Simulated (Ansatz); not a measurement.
## Bi in Ansatz, settings compared

Input:

```yaml
crystal:
  lattice:
    - [-2.055197, 2.055197, 2.055197]
    - [2.055197, -2.055197, 2.055197]
    - [2.055197, 2.055197, -2.055197]
  atoms:
    - { symbol: Bi, position: [0.0, 0.0, 0.0] }
  symmetry: { tolerance: 0.0003 }
kpoints:
  mp_grid: { grid: [6, 6, 6], shift: [0, 0, 0] }
magnetization:
  spin_polarized: false
scf:
  occupations: { method: fermi_dirac, width: 0.1272 }
hamiltonian:
  pseudopotentials: { kind: paw }
  xc: pbesol
basis:
  ecutwfc: 420
output:
  forces: true
  stress: true
  eigenvalues: true
```

Run with:

```bash
ansatz run input.yaml --threads 1 --pin off --max-ram 2560MiB --backend cpu --events-out ev --progress --plain --runs-dir out
```

Origin of the cell: a known structure type with other elements, at an estimated volume, so it need not be a known compound.

Output of this run (shortened):

```
Pseudopotentials: kind: paw
Pseudopotential: Bi, paw, valence charge 15, recommended cutoff 420 eV (normal), Bi.paw.azcp
Functional definition: PBEsol
  exchange = pbesol_x
  correlation = pbesol_c
Crystal: 1 atoms, lattice volume = 34.723 Å³
Basis set: ecut = 420 eV, 675 PW (Γ), exchange–correlation on 48×48×48 points (8 copies of the dense FFT grid, shifted against one another)
Bands: 12, of which v1, the nominal top of the filled ones, is band 8 counted from 1 (7 counted from 0)
Symmetry: 48 space group operations
Space group: Im-3m (ITA 229), of the structure as read, at distance tolerance 9.8e-4 Å
k-points: 16 of 216
Initial density: superposition of atomic densities (neutral atoms: chi_scale 0, normalization atom), corrected by the library's trained network
Functional: x = pbesol(κ = 0.804, μ = 0.123457), c = pbesol(β = 0.046)
SCF iter   1: F=—  HF=-12241.827195 eV  Δρ=8.36e-4  dr2=1.65e-4
SCF iter   2: F=—  HF=-12241.826671 eV  Δρ=5.27e-4  dr2=4.84e-5
SCF iter   3: F=—  HF=-12241.826707 eV  Δρ=3.55e-4  dr2=3.05e-5
SCF iter   4: F=—  HF=-12241.826691 eV  Δρ=1.08e-4  dr2=2.63e-6
SCF iter   5: F=—  HF=-12241.826689 eV  Δρ=2.73e-5  dr2=1.50e-7
SCF iter   6: F=-12241.826689 eV  HF=-12241.826689 eV  Δρ=6.56e-6  dr2=7.98e-9
SCF 1 converged in 6 iterations: F = -12241.826689 eV  dr2 = 7.98e-9
SCF converged after 6 iterations
Free energy (F): -12241.826689 eV
Harris-Foulkes:  -12241.826689 eV  (|F-HF|=8.63e-9)
Internal energy: -12241.775938 eV  (E = F + TS)
E sigma→0 (E₀):  -12241.801313 eV
Entropy (-TS):   -0.050752 eV (-50.752 meV/atom)
Fermi energy:    9.739695 eV
--- Per-component energies (eV) ---
  E_band       = -107.690321
  E_kinetic    = 300.656317
  E_local      = -1482.640196  (includes V_loc(G=0)·N_el)
  E_nonlocal   = 561.915137
  E_hartree    = 471.377879
  E_xc         = -149.397090
  E_vxc        = -142.962837  (∫ρ·V_xc dr)
  E_paw        = -10509.507711  (= ΣΔE_a)
  E_vpaw       = -287.410995  (= ΣTr[D̂ρ^β])
  E_aug_tail   = -0.000454  (compensation charges beyond the density's cutoff)
  E_ewald      = -1434.269572
  E_core_change = 0.089752  (= ΣΔE_core)
  E_smearing   = -0.050752  (= −TS)
  Σ components = -12241.826689   (vs F -12241.826689, Δ=0.00e0)
--- Forces (eV/Å), atoms counted from 1 ---
  atom   1  Bi    -0.000000     0.000000     0.000000
  max |Σ_I F_I| component: 0.0 eV/Å
--- Stress (GPa, compression-positive) ---
       -6.272247       0.000000       0.000000
       -0.000000      -6.272247      -0.000000
       -0.000000      -0.000000      -6.272247
  P = ⅓ Tr σ = -6.2722 GPa (-62.722 kbar)
```

The same input was run again with these changes:

1. `hamiltonian.xc` pbesol → r2scan; `basis.ecutwfc` 420 → "14.7 Ry"
2. `scf.algorithm` default → density_mixing
3. `scf.initial_density.chi_scale` default → 0.3; `scf.lower_state_search` default → light
4. `basis.ecutwfc` 420 → "450 eV"

```csv
run,end,SCF iterations,P (GPa),max force component (eV/Å),moment (μB),ΔE(σ→0) (meV/atom)
base,converged,6,-6.27,0.000,–,0
1,converged,6,-2.73,0.000,–,–
2,converged,6,-6.27,0.000,–,0.00
3,converged,6,-6.27,0.000,–,0.00
4,converged,6,-6.27,0.000,–,-0.58
```

Energies are compared only where functional, datasets, charge and starting cell are the same.

Not properties of the system: run 1 (too coarse or loose: `basis.ecutwfc` = "14.7 Ry").

Caveats of the base run: no moments, though an odd count or open d shells may carry them; no spin-orbit coupling, though heavy elements are present; the k mesh is coarse if the cell is a metal.

Run 1: the cutoff lies below the datasets' advice.
